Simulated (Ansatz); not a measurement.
# Al: energy over two strains, part 2 of 2

How does the energy of Al (Im-3m, No. 229; 1 atom in the cell) change over two coordinates at once? A grid of runs gives the map.

Ansatz 0.2.0; DFT LDA, scalar-relativistic, plane waves, PAW. Earlier steps stand in the parts before.

## (7) The run at (−14.0 %, −1.75 %)

The input, input.yaml:

```yaml
crystal:
  lattice:
    - [-1.6782887652, 1.7340988429, 1.5945736486]
    - [1.6782887652, -1.7340988429, 1.5945736486]
    - [1.4550484543, 1.510858532, -1.5945736486]
  atoms:
    - { symbol: Al, position: [0.0, 0.0, 0.0] }
basis:
  ecutwfc: 420
kpoints:
  mp_grid: { grid: [20, 20, 20] }
hamiltonian:
  xc: lda
scf:
  occupations: { method: gaussian, width: 0.15 }
output:
  forces: true
  stress: true
  eigenvalues: true
```

Run with:

```bash
$ ansatz run input.yaml --threads 1 --pin off --max-ram 2048MiB --backend cpu --events-out ev --progress --plain --runs-dir out
```

The program printed, shortened:

```text
Warning: RAYON_NUM_THREADS=1 ignored (pool sized by the plan → 1); use --threads N
[...]
Pseudopotentials: kind: paw
Pseudopotential: Al, paw, valence charge 3, recommended cutoff 420 eV (normal), Al.paw.azcp
Functional definition: SPW92
[...]
Crystal: 1 atoms, lattice volume = 16.133 Å³
Basis set: ecut = 420 eV, 325 PW (Γ)
Bands: 6, of which v1, the nominal top of the filled ones, is band 2 counted from 1 (1 counted from 0)
Symmetry: 4 space group operations
Space group: C2/m (ITA 12), of the structure as read, at distance tolerance 2.5e-5 Å
k-points: 2112 of 8000
[...]
SCF iter   1: F=—  HF=-512.737021 eV  |F-HF|=—  |Δ(HF+E_count)|=         —  Δρ=3.09e-3  dr2=1.54e-3  ethr=1.77e-3  ⟨swp⟩=4.8  Hψ=113418  notcnv=0
[...]
SCF iter   6: F=-512.736384 eV  HF=-512.736384 eV  |F-HF|=3.41e-13  |Δ(HF+E_count)|=  3.51e-11  Δρ=6.55e-8  dr2=2.38e-13  ethr=2.38e-12  ⟨swp⟩=2.2  Hψ=43989  notcnv=0
[...]
SCF converged after 6 iterations
Free energy (F): -512.736384 eV
[...]
E sigma→0 (E₀):  -512.734021 eV
Entropy (-TS):   -0.004726 eV (-4.726 meV/atom)
Fermi energy:    7.944942 eV
[...]
--- Forces (eV/Å), atoms counted from 1 ---
  atom   1  Al     0.00000000     0.00000000     0.00000000
[...]
--- Stress (GPa, compression-positive) ---
        1.231317       6.536421      -0.000000
        6.536421       2.810718       0.000000
       -0.000000       0.000000       2.127932
  P = ⅓ Tr σ = 2.0567 GPa (20.567 kbar)
--- Band table (eV; the first three rows and the last of 2112) ---
  k-point 0: bands = ["-3.2842", "19.5739", "20.1254", "20.1932", "22.3221", "22.7741"]
[...]
```

It took 15 s on 1 thread of Intel Xeon Platinum 8259CL at 2.50GHz (Skylake/Cascade Lake), shared host; peak memory 0.6 GiB.

Energy on the map's scale: 43.3 meV/atom.

## (8) The run at (−10.5 %, 0.00 %)

The input, input.yaml:

```yaml
crystal:
  lattice:
    - [-1.6782887652, 1.6782887652, 1.5945736486]
    - [1.6782887652, -1.6782887652, 1.5945736486]
    - [1.510858532, 1.510858532, -1.5945736486]
  atoms:
    - { symbol: Al, position: [0.0, 0.0, 0.0] }
basis:
  ecutwfc: 420
kpoints:
  mp_grid: { grid: [20, 20, 20] }
hamiltonian:
  xc: lda
scf:
  occupations: { method: gaussian, width: 0.15 }
output:
  forces: true
  stress: true
  eigenvalues: true
```

Run with:

```bash
$ ansatz run input.yaml --threads 1 --pin off --max-ram 2048MiB --backend cpu --events-out ev --progress --plain --runs-dir out
```

The program printed, shortened:

```text
[...]
SCF converged after 6 iterations
Free energy (F): -512.755201 eV
[...]
E sigma→0 (E₀):  -512.752763 eV
Entropy (-TS):   -0.004876 eV (-4.876 meV/atom)
Fermi energy:    7.936158 eV
[...]
--- Forces (eV/Å), atoms counted from 1 ---
  atom   1  Al     0.00000000     0.00000000     0.00000000
[...]
--- Stress (GPa, compression-positive) ---
        0.977369       4.656979      -0.000000
        4.656979       0.977369      -0.000000
       -0.000000      -0.000000       1.509666
  P = ⅓ Tr σ = 1.1548 GPa (11.548 kbar)
--- Band table (eV; the first three rows and the last of 1166) ---
  k-point 0: bands = ["-3.2896", "20.0818", "20.4335", "20.7945", "21.9074", "22.7249"]
[...]
```

Wall time 7.5 s (1 thread of Intel Xeon Platinum 8259CL at 2.50GHz (Skylake/Cascade Lake), shared host); peak memory 0.45 GiB.

On the map this point reads 24.5 meV/atom.

## (9) The run at (0.0 %, −1.75 %)

The input, input.yaml:

```yaml
crystal:
  lattice:
    - [-1.5666686097, 1.6224786875, 1.5945736486]
    - [1.5666686097, -1.6224786875, 1.5945736486]
    - [1.5666686097, 1.6224786875, -1.5945736486]
  atoms:
    - { symbol: Al, position: [0.0, 0.0, 0.0] }
basis:
  ecutwfc: 420
kpoints:
  mp_grid: { grid: [20, 20, 20] }
hamiltonian:
  xc: lda
scf:
  occupations: { method: gaussian, width: 0.15 }
output:
  forces: true
  stress: true
  eigenvalues: true
```

Run with:

```bash
$ ansatz run input.yaml --threads 1 --pin off --max-ram 2048MiB --backend cpu --events-out ev --progress --plain --runs-dir out
```

The program printed, shortened:

```text
[...]
SCF converged after 6 iterations
Free energy (F): -512.780996 eV
[...]
E sigma→0 (E₀):  -512.778508 eV
Entropy (-TS):   -0.004976 eV (-4.976 meV/atom)
Fermi energy:    7.916902 eV
[...]
--- Forces (eV/Å), atoms counted from 1 ---
  atom   1  Al    -0.00000000     0.00000000     0.00000000
[...]
--- Stress (GPa, compression-positive) ---
       -0.741550      -0.000000      -0.000000
       -0.000000       0.703493       0.000000
       -0.000000       0.000000      -0.149724
  P = ⅓ Tr σ = -0.0626 GPa (-0.626 kbar)
--- Band table (eV; the first three rows and the last of 1166) ---
  k-point 0: bands = ["-3.2947", "20.6881", "21.1032", "21.4901", "22.4226", "22.5444"]
[...]
```

It took 7.8 s on 1 thread of Intel Xeon Platinum 8259CL at 2.50GHz (Skylake/Cascade Lake), shared host; peak memory 0.47 GiB.

Energy on the map's scale: −1.3 meV/atom.

## (10) The run at (−3.5 %, −1.75 %)

The input, input.yaml:

```yaml
crystal:
  lattice:
    - [-1.5945736486, 1.6503837263, 1.5945736486]
    - [1.5945736486, -1.6503837263, 1.5945736486]
    - [1.5387635709, 1.5945736486, -1.5945736486]
  atoms:
    - { symbol: Al, position: [0.0, 0.0, 0.0] }
basis:
  ecutwfc: 420
kpoints:
  mp_grid: { grid: [20, 20, 20] }
hamiltonian:
  xc: lda
scf:
  occupations: { method: gaussian, width: 0.15 }
output:
  forces: true
  stress: true
  eigenvalues: true
```

Run with:

```bash
$ ansatz run input.yaml --threads 1 --pin off --max-ram 2048MiB --backend cpu --events-out ev --progress --plain --runs-dir out
```

The program printed, shortened:

```text
Warning: RAYON_NUM_THREADS=1 ignored (pool sized by the plan → 1); use --threads N
[...]
[... 3 set-up lines as earlier in the session ...]
[...]
Crystal: 1 atoms, lattice volume = 16.208 Å³
Basis set: ecut = 420 eV, 321 PW (Γ)
Bands: 6, of which v1, the nominal top of the filled ones, is band 2 counted from 1 (1 counted from 0)
[... 2 set-up lines as earlier in the session ...]
k-points: 2112 of 8000
[...]
SCF iter   1: F=—  HF=-512.779619 eV  |F-HF|=—  |Δ(HF+E_count)|=         —  Δρ=2.99e-3  dr2=1.39e-3  ethr=1.77e-3  ⟨swp⟩=4.9  Hψ=112832  notcnv=0
[...]
SCF iter   6: F=-512.779048 eV  HF=-512.779048 eV  |F-HF|=0.00e0  |Δ(HF+E_count)|=  4.09e-12  Δρ=8.43e-9  dr2=5.94e-15  ethr=1.00e-12  ⟨swp⟩=2.2  Hψ=41343  notcnv=0
[...]
SCF converged after 6 iterations
Free energy (F): -512.779048 eV
[...]
E sigma→0 (E₀):  -512.776799 eV
Entropy (-TS):   -0.004498 eV (-4.498 meV/atom)
Fermi energy:    7.914610 eV
[...]
--- Forces (eV/Å), atoms counted from 1 ---
  atom   1  Al     0.00000000     0.00000000     0.00000000
[...]
--- Stress (GPa, compression-positive) ---
       -0.681731       1.285902      -0.000000
        1.285902       1.089700       0.000000
       -0.000000       0.000000      -0.150411
  P = ⅓ Tr σ = 0.0859 GPa (0.859 kbar)
--- Band table (eV; the first three rows and the last of 2112) ---
  k-point 0: bands = ["-3.2940", "20.6294", "20.9530", "21.5699", "22.0613", "22.5590"]
[...]
```

Wall time 14 s (1 thread of Intel Xeon Platinum 8259CL at 2.50GHz (Skylake/Cascade Lake), shared host); peak memory 0.6 GiB.

That is 0.6 meV/atom from the zero.

## (11) Point (−10.5 %, −1.75 %)

The input, input.yaml:

```yaml
crystal:
  lattice:
    - [-1.6503837263, 1.706193804, 1.5945736486]
    - [1.6503837263, -1.706193804, 1.5945736486]
    - [1.4829534932, 1.5387635709, -1.5945736486]
  atoms:
    - { symbol: Al, position: [0.0, 0.0, 0.0] }
basis:
  ecutwfc: 420
kpoints:
  mp_grid: { grid: [20, 20, 20] }
hamiltonian:
  xc: lda
scf:
  occupations: { method: gaussian, width: 0.15 }
output:
  forces: true
  stress: true
  eigenvalues: true
```

Run with:

```bash
$ ansatz run input.yaml --threads 1 --pin off --max-ram 2048MiB --backend cpu --events-out ev --progress --plain --runs-dir out
```

The program printed, shortened:

```text
[...]
SCF converged after 6 iterations
Free energy (F): -512.756789 eV
[...]
E sigma→0 (E₀):  -512.754459 eV
Entropy (-TS):   -0.004659 eV (-4.659 meV/atom)
Fermi energy:    7.945654 eV
[...]
--- Forces (eV/Å), atoms counted from 1 ---
  atom   1  Al     0.00000000     0.00000000     0.00000000
[...]
--- Stress (GPa, compression-positive) ---
        0.287693       4.732533      -0.000000
        4.732533       1.852642       0.000000
       -0.000000       0.000000       1.236620
  P = ⅓ Tr σ = 1.1257 GPa (11.257 kbar)
--- Band table (eV; the first three rows and the last of 2112) ---
  k-point 0: bands = ["-3.2887", "20.0966", "20.3431", "20.8125", "22.0242", "22.6735"]
[...]
```

It took 14 s on 1 thread of Intel Xeon Platinum 8259CL at 2.50GHz (Skylake/Cascade Lake), shared host; peak memory 0.61 GiB.

That is 22.9 meV/atom from the zero.

## (12) All points together

25 points were computed, 56 more follow by symmetry. Energies in meV/atom, from the relaxed crystal:

| strain +e along x and -e along y (%) ↓, engineering shear strain xy (%) → | −14.0 | −10.5 | −7.0 | −3.5 | 0.0 | 3.5 | 7.0 | 10.5 | 14.0 |
| --- | --- | --- | --- | --- | --- | --- | --- | --- | --- |
| 7.00 | 26.8 | 7.0 | −7.0 | −15.6 | −18.2 | −15.6 | −7.0 | 7.0 | 26.8 |
| 5.25 | 34.3 | 14.2 | 0.1 | −8.3 | −10.7 | −8.3 | 0.1 | 14.2 | 34.3 |
| 3.50 | 39.3 | 19.2 | 5.0 | −3.3 | −5.4 | −3.3 | 5.0 | 19.2 | 39.3 |
| 1.75 | 43.3 | 22.9 | 8.7 | 0.6 | −1.3 | 0.6 | 8.7 | 22.9 | 43.3 |
| 0.00 | 44.7 | 24.5 | 10.5 | 2.4 | 0.0 | 2.4 | 10.5 | 24.5 | 44.7 |
| −1.75 | 43.3 | 22.9 | 8.7 | 0.6 | −1.3 | 0.6 | 8.7 | 22.9 | 43.3 |
| −3.50 | 39.3 | 19.2 | 5.0 | −3.3 | −5.4 | −3.3 | 5.0 | 19.2 | 39.3 |
| −5.25 | 34.3 | 14.2 | 0.1 | −8.3 | −10.7 | −8.3 | 0.1 | 14.2 | 34.3 |
| −7.00 | 26.8 | 7.0 | −7.0 | −15.6 | −18.2 | −15.6 | −7.0 | 7.0 | 26.8 |

Geometry at the lowest point:

```xyz
1
Lattice="-1.483 1.706 1.595 1.483 -1.706 1.595 1.483 1.706 -1.595" Properties=species:S:1:pos:R:3 pbc="T T T"
Al    0.000    0.000    0.000
```

On the same grid, pressure (GPa):

```
strain +e along x and -e along y (%) ↓, engineering shear strain xy (%) →  −14.0  −10.5  −7.0  −3.5    0.0   3.5   7.0  10.5  14.0
                                                                     7.00   2.38   1.41  0.73  0.34   0.16  0.34  0.73  1.41  2.38
                                                                     5.25   2.21   1.26  0.61  0.20   0.08  0.20  0.61  1.26  2.21
                                                                     3.50   2.09   1.17  0.51  0.11   0.00  0.11  0.51  1.17  2.09
                                                                     1.75   2.06   1.13  0.47  0.09  −0.06  0.09  0.47  1.13  2.06
                                                                     0.00   2.07   1.16  0.47  0.07  −0.03  0.07  0.47  1.16  2.07
                                                                    −1.75   2.06   1.13  0.47  0.09  −0.06  0.09  0.47  1.13  2.06
                                                                    −3.50   2.09   1.17  0.51  0.11   0.00  0.11  0.51  1.17  2.09
                                                                    −5.25   2.21   1.26  0.61  0.20   0.08  0.20  0.61  1.26  2.21
                                                                    −7.00   2.38   1.41  0.73  0.34   0.16  0.34  0.73  1.41  2.38
```

## (13) Outcome

What follows sums up all 2 parts.

| quantity | value |
| --- | --- |
| lowest point | (0.0 %, −7.00 %), −18.2 meV/atom |
| highest computed point | (−14.0 %, 0.00 %), 62.9 meV/atom above the lowest |
| pressure (GPa) | −0.06 at (0.0 %, −1.75 %) to 2.38 at (−14.0 %, −7.00 %); 0.16 at the lowest point |
| time for all points | 5.1 min on 1 thread, shared host |

**Reading.** The lowest computed point is at (0.0 %, −7.00 %), −18.2 meV/atom from the relaxed crystal. It lies at the edge of the scanned range, so the true minimum may lie outside. The highest computed point, (−14.0 %, 0.00 %), lies 62.9 meV/atom above the lowest. The cell at the lowest point has space group Immm.
